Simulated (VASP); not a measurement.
Runs of VASP 6.6.1 on ZnS (Wurtzite-2H). Symmetry: P6_3mc, No. 186, hexagonal system. The conventional cell has a = 3.811 Å, b = 3.811 Å, c = 6.234 Å, α = 90.00°, β = 90.00°, γ = 120.00°. Around Zn (site symmetry 3m) lie 4 S at 2.31 to 2.40 Å. Around S (site symmetry 3m) lie 4 Zn at 2.31 to 2.40 Å. 

```tsv
task	level	cell	cutoff (eV)	smearing	gap on the mesh (eV)	pressure (GPa)	relaxed volume (Å³/atom)	largest force (eV/Å)
relaxation of cell and atoms	PBEsol+D3(BJ)	relaxed	600	fermi-dirac 0.05 eV	2.27	0.0	(a)	0.01
relaxation of cell and atoms	PBE+rVV10	relaxed	600	fermi-dirac 0.05 eV	2.07	0.0	19.92	-
relaxation of cell and atoms	PBE+D4	relaxed	600	fermi-dirac 0.05 eV	2.23	0.0	19.52	0.01
relaxation of cell and atoms	PBE+TS	relaxed	600	fermi-dirac 0.05 eV	2.09	-0.1	20.01	-
relaxation of cell and atoms	PBE+D3(BJ)	relaxed	600	fermi-dirac 0.05 eV	2.23	0.0	19.49	-
relaxation of cell and atoms	PBE+D3	relaxed	600	fermi-dirac 0.05 eV	2.23	0.0	(b)	-
relaxation of cell and atoms	PBEsol+D3	relaxed	600	fermi-dirac 0.05 eV	2.28	0.0	18.76	-
single point	PBE	as given	520	gaussian 0.028 eV	2.25	(c)	-	0.32
relaxation of cell and atoms	PBE+MBD	relaxed	600	fermi-dirac 0.05 eV	2.19	0.0	19.72	0.01
```

Alike in all rows: potentials or basis VASP PAW PBE potentials, release 64 (Zn, S); no spin polarisation; k mesh 8 × 8 × 5.

Q: Estimate the missing entries.

A: (a) 18.74; (b) 19.54; (c) 2.5.

Caveats: the PAW data sets were made with another functional, which shifts forces and pressure a little (some runs).

